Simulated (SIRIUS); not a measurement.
Set up this calculation in SIRIUS 7.12.0, as the native input.

```yaml
Task: single point
Functional: SG4
Potentials_or_basis: all-electron FP-LAPW (no relativity for the valence)
Cutoff: 187 eV
Basis: apw+lo standard
k_mesh: 9 × 9 × 9
Occupations: fermi-dirac, width 0.02 eV
Spin: no spin polarisation
Muffin_tin_radii: Al 2.27, Ni 2.37 bohr
Basis_cutoff_gk_cutoff: 3.71 1/bohr
Cutoff_of_density_and_potential_pw_cutoff: 20 1/bohr
lmax_of_the_basis: 10
lmax_of_density_and_potential: 8
Valence_relativity: none
Core_states: Al 1s, Ni 1s2s2p
Local_orbitals_radial_functions: Al 12, Ni 13
Reference_energy_of_the_basis: 0.31 Ha
Coordinate_units: lattice
Smallest_sphere_radius_times_basis_cutoff: 8.42
Start_of_the_SCF: LDA density
```

Crystal: AlNi.

```xyz
2
Lattice="2.8810 0.0000 0.0000 0.0000 2.8810 0.0000 0.0000 0.0000 2.8810" Properties=species:S:1:pos:R:3 pbc="T T T"
Ni    1.4405    1.4405    1.4405
Al    0.0000    0.0000    0.0000
```

The input as run:

sirius.json

```json
{
  "control": {
    "processing_unit": "cpu",
    "std_evp_solver_name": "lapack",
    "gen_evp_solver_name": "lapack",
    "verbosity": 2,
    "print_forces": true,
    "ortho_rf": true,
    "use_second_variation": true,
    "rmt_max": 3.0,
    "num_bands_to_print": 24,
    "save_wf": true
  },
  "parameters": {
    "electronic_structure_method": "full_potential_lapwlo",
    "xc_functionals": ["XC_GGA_X_SG4", "XC_GGA_C_SG4"],
    "core_relativity": "dirac",
    "valence_relativity": "none",
    "num_fv_states": 24,
    "smearing": "fermi_dirac",
    "smearing_width": 0.0007349864,
    "pw_cutoff": 20,
    "gk_cutoff": 3.71,
    "lmax_apw": 10,
    "lmax_rho": 8,
    "lmax_pot": 8,
    "num_mag_dims": 0,
    "auto_rmt": 0,
    "ngridk": [9, 9, 9],
    "shiftk": [0, 0, 0],
    "num_dft_iter": 80,
    "energy_tol": 1e-07,
    "density_tol": 1e-05,
    "use_symmetry": true
  },
  "settings": {"tol_ne": 1e-10},
  "iterative_solver": {"type": "exact"},
  "mixer": {"type": "anderson", "beta": 0.5, "max_history": 8},
  "unit_cell": {
    "lattice_vectors": [[5.444300965, 0.0, 0.0], [0.0, 5.444300965, 0.0], [0.0, 0.0, 5.444300965]],
    "atom_types": ["Al", "Ni"],
    "atom_files": {"Al": "Al.json", "Ni": "Ni.json"},
    "atoms": {"Al": [[0.0, 0.0, 0.0]], "Ni": [[0.5, 0.5, 0.5]]}
  }
}
```

Al.json

```json
{
  "name": "aluminium",
  "symbol": "Al",
  "number": 13,
  "mass": 26.9815386,
  "rmin": 1e-06,
  "rmt": 2.27,
  "nrmt": 800,
  "rinf": 20.43,
  "core": "1s",
  "valence": [
    {"basis": [{"enu": 0.11, "dme": 0, "n": 0, "auto": 0}, {"enu": 0.11, "dme": 1, "n": 0, "auto": 0}]},
    {"l": 0, "n": 1, "basis": [{"enu": 0.1673, "dme": 0, "n": 0, "auto": 0}]},
    {"l": 1, "n": 2, "basis": [{"enu": 0.21, "dme": 0, "n": 0, "auto": 0}]},
    {"l": 2, "n": 3, "basis": [{"enu": 0.21, "dme": 0, "n": 0, "auto": 0}]},
    {"l": 3, "n": 4, "basis": [{"enu": 0.21, "dme": 0, "n": 0, "auto": 0}]}
  ],
  "lo": [
    {
      "l": 0,
      "basis": [{"enu": 0.1673, "dme": 0, "n": 0, "auto": 0}, {"enu": 0.1673, "dme": 1, "n": 0, "auto": 0}]
    },
    {
      "l": 0,
      "basis": [{"enu": -3.635, "dme": 0, "n": 2, "auto": 1}, {"enu": -3.635, "dme": 1, "n": 2, "auto": 1}]
    },
    {
      "l": 0,
      "basis": [{"enu": -3.635, "dme": 1, "n": 2, "auto": 1}, {"enu": 0.1673, "dme": 0, "n": 0, "auto": 0}]
    },
    {
      "l": 0,
      "basis": [{"enu": 0.1673, "dme": 0, "n": 0, "auto": 0}, {"enu": 3.2724, "dme": 0, "n": 0, "auto": 0}]
    },
    {"l": 1, "basis": [{"enu": 0.21, "dme": 0, "n": 0, "auto": 0}, {"enu": 0.21, "dme": 1, "n": 0, "auto": 0}]},
    {
      "l": 1,
      "basis": [{"enu": -2.2497, "dme": 0, "n": 2, "auto": 1}, {"enu": -2.2497, "dme": 1, "n": 2, "auto": 1}]
    },
    {
      "l": 1,
      "basis": [{"enu": -2.2497, "dme": 1, "n": 2, "auto": 1}, {"enu": 0.21, "dme": 0, "n": 0, "auto": 0}]
    },
    {"l": 1, "basis": [{"enu": 0.21, "dme": 0, "n": 0, "auto": 0}, {"enu": 3.7808, "dme": 0, "n": 0, "auto": 0}]},
    {"l": 2, "basis": [{"enu": 0.21, "dme": 0, "n": 0, "auto": 0}, {"enu": 0.21, "dme": 1, "n": 0, "auto": 0}]},
    {"l": 2, "basis": [{"enu": 0.21, "dme": 1, "n": 0, "auto": 0}, {"enu": 0.21, "dme": 2, "n": 0, "auto": 0}]},
    {"l": 2, "basis": [{"enu": 0.21, "dme": 0, "n": 0, "auto": 0}, {"enu": 3.2374, "dme": 0, "n": 0, "auto": 0}]},
    {"l": 3, "basis": [{"enu": 0.21, "dme": 0, "n": 0, "auto": 0}, {"enu": 0.21, "dme": 1, "n": 0, "auto": 0}]}
  ],
  "free_atom": [... radial grid and density of the free atom, the start of the SCF ...]
}
```

Ni.json

```json
{
  "name": "nickel",
  "symbol": "Ni",
  "number": 28,
  "mass": 58.6934,
  "rmin": 1e-06,
  "rmt": 2.37,
  "nrmt": 800,
  "rinf": 14.89,
  "core": "1s2s2p",
  "valence": [
    {"basis": [{"enu": 0.11, "dme": 0, "n": 0, "auto": 0}, {"enu": 0.11, "dme": 1, "n": 0, "auto": 0}]},
    {"l": 0, "n": 1, "basis": [{"enu": 0.21, "dme": 0, "n": 0, "auto": 0}]},
    {"l": 1, "n": 2, "basis": [{"enu": 0.21, "dme": 0, "n": 0, "auto": 0}]},
    {"l": 2, "n": 3, "basis": [{"enu": 0.1991, "dme": 0, "n": 0, "auto": 0}]},
    {"l": 3, "n": 4, "basis": [{"enu": 0.21, "dme": 0, "n": 0, "auto": 0}]}
  ],
  "lo": [
    {"l": 0, "basis": [{"enu": 0.21, "dme": 0, "n": 0, "auto": 0}, {"enu": 0.21, "dme": 1, "n": 0, "auto": 0}]},
    {
      "l": 0,
      "basis": [{"enu": -3.6266, "dme": 0, "n": 3, "auto": 1}, {"enu": -3.6266, "dme": 1, "n": 3, "auto": 1}]
    },
    {
      "l": 0,
      "basis": [{"enu": -3.6266, "dme": 1, "n": 3, "auto": 1}, {"enu": 0.21, "dme": 0, "n": 0, "auto": 0}]
    },
    {"l": 0, "basis": [{"enu": 0.21, "dme": 0, "n": 0, "auto": 0}, {"enu": 3.0585, "dme": 0, "n": 0, "auto": 0}]},
    {"l": 1, "basis": [{"enu": 0.21, "dme": 0, "n": 0, "auto": 0}, {"enu": 0.21, "dme": 1, "n": 0, "auto": 0}]},
    {
      "l": 1,
      "basis": [{"enu": -2.1909, "dme": 0, "n": 3, "auto": 1}, {"enu": -2.1909, "dme": 1, "n": 3, "auto": 1}]
    },
    {
      "l": 1,
      "basis": [{"enu": -2.1909, "dme": 1, "n": 3, "auto": 1}, {"enu": 0.21, "dme": 0, "n": 0, "auto": 0}]
    },
    {"l": 1, "basis": [{"enu": 0.21, "dme": 0, "n": 0, "auto": 0}, {"enu": 3.4858, "dme": 0, "n": 0, "auto": 0}]},
    {
      "l": 2,
      "basis": [{"enu": 0.1991, "dme": 0, "n": 0, "auto": 0}, {"enu": 0.1991, "dme": 1, "n": 0, "auto": 0}]
    },
    {
      "l": 2,
      "basis": [{"enu": 0.1991, "dme": 1, "n": 0, "auto": 0}, {"enu": 0.1991, "dme": 2, "n": 0, "auto": 0}]
    },
    {
      "l": 2,
      "basis": [{"enu": 0.1991, "dme": 0, "n": 0, "auto": 0}, {"enu": 2.9764, "dme": 0, "n": 0, "auto": 0}]
    },
    {"l": 3, "basis": [{"enu": 0.21, "dme": 0, "n": 0, "auto": 0}, {"enu": 0.21, "dme": 1, "n": 0, "auto": 0}]},
    {"l": 3, "basis": [{"enu": 0.21, "dme": 0, "n": 0, "auto": 0}, {"enu": 3.3078, "dme": 0, "n": 0, "auto": 0}]}
  ],
  "free_atom": [... radial grid and density of the free atom, the start of the SCF ...]
}
```

sirius_start.json

```json
{
  "control": {
    "processing_unit": "cpu",
    "std_evp_solver_name": "lapack",
    "gen_evp_solver_name": "lapack",
    "verbosity": 1,
    "print_forces": false,
    "ortho_rf": true,
    "use_second_variation": true,
    "rmt_max": 3.0,
    "num_bands_to_print": 24,
    "save_wf": false
  },
  "parameters": {
    "electronic_structure_method": "full_potential_lapwlo",
    "xc_functionals": ["XC_LDA_X", "XC_LDA_C_PW"],
    "core_relativity": "dirac",
    "valence_relativity": "none",
    "num_fv_states": 24,
    "smearing": "fermi_dirac",
    "smearing_width": 0.0055123983,
    "pw_cutoff": 20,
    "gk_cutoff": 2.97,
    "lmax_apw": 10,
    "lmax_rho": 8,
    "lmax_pot": 8,
    "num_mag_dims": 0,
    "auto_rmt": 0,
    "ngridk": [4, 4, 4],
    "shiftk": [0, 0, 0],
    "num_dft_iter": 30,
    "energy_tol": 0.01,
    "density_tol": 0.05,
    "use_symmetry": true
  },
  "settings": {"tol_ne": 1e-10},
  "iterative_solver": {"type": "exact"},
  "mixer": {"type": "anderson", "beta": 0.5, "max_history": 8},
  "unit_cell": {
    "lattice_vectors": [[5.444300965, 0.0, 0.0], [0.0, 5.444300965, 0.0], [0.0, 0.0, 5.444300965]],
    "atom_types": ["Al", "Ni"],
    "atom_files": {"Al": "Al.json", "Ni": "Ni.json"},
    "atoms": {"Al": [[0.0, 0.0, 0.0]], "Ni": [[0.5, 0.5, 0.5]]}
  }
}
```

Potentials or basis: all-electron FP-LAPW (no relativity for the valence), apw+lo standard.

Command:

```bash
$ OMP_NUM_THREADS=1 sirius.scf --input=sirius_start.json --output=start.json
$ OMP_NUM_THREADS=1 sirius.scf --input=sirius.json --output=output.json --task=1
```

It gave:

```
Band gap on the k mesh                            : none (metal or under the smearing width)
All electrons inside the program's atomic spheres : Ni 27.46; Al 11.51 (radii Al 2.27, Ni 2.37 bohr)
```

Run time: 34 s on 1 thread of Arm Neoverse V1, on a shared host, peak memory 0.36 GiB.
